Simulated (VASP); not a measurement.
# MnAs: relaxation of the atoms, by relaxation method

MnAs, P1 (no. 1), 8 atoms in the cell. PBE, relaxation of the atoms; PAW potentials As, Mn_pv (PBE set).

| Relaxation method | Ionic steps | Electronic steps | Largest force left (eV/Å) | Energy gained (eV/atom) | Time (s) |
|---|---|---|---|---|---|
| conjugate gradient, POTIM 0.5 | 11 | 117 | 0.0081 | -0.0144 | 227 |
| quasi-Newton, POTIM 0.5 | 8 | 91 | 0.0171 | -0.0144 | 162 |
| damped dynamics, POTIM 0.2, SMASS 0.4 | 18 | 171 | 0.0171 | -0.0144 | 295 |

Limits: the start was distorted on purpose (atoms moved at random), so the space group given is the start's and not the crystal's.

## Input of the first row

INCAR:
```
SYSTEM = MnAs
PREC = Normal ; ENCUT = 350
EDIFF = 1E-6 ; ISMEAR = 1
SIGMA = 0.1 ; LREAL = .False.
LASPH = .True. ; NELM = 100
ALGO = Normal ; LWAVE = .False.
LCHARG = .False. ; ISPIN = 2
MAGMOM = 0 0 0 0 4 4 4 4 ; LMAXMIX = 4
IBRION = 2 ; NSW = 150
ISIF = 2 ; EDIFFG = -0.02
POTIM = 0.5 ; KPAR = 8
```

KPOINTS:
```
k-points
0
Gamma
  7 7 2
```

POSCAR:
```
MnAs
1.0
    3.7100000000      0.0000000000      0.0000000000
   -1.8550000000      3.2129542500      0.0000000000
    0.0000000000      0.0000000000     11.3820000000
As Mn
4 4
Direct
    0.6831900000      0.3422900000      0.3755440000
    0.6533040000      0.3440950000      0.8762500000
    0.3307830000      0.6704370000      0.1257520000
    0.3403440000      0.6585190000      0.6268610000
   -0.0142980000     -0.0122740000      0.2455980000
    0.0128230000     -0.0079040000      0.7467530000
   -0.0161630000     -0.0143070000     -0.0014180000
    0.0100170000      0.0191440000      0.5046610000
```

Commands:
```
cat potpaw_PBE.64/As/POTCAR potpaw_PBE.64/Mn_pv/POTCAR > POTCAR
mpirun -np 8 vasp_std > vasp.out
```

Changes of the last row against the first:
```
- IBRION = 2
- POTIM = 0.5
+ IBRION = 3
+ POTIM = 0.2
+ SMASS = 0.4
```

VASP 6.6.1 took 227 s on 8 cores (Intel Xeon 6975P-C (Granite Rapids)), a shared host.
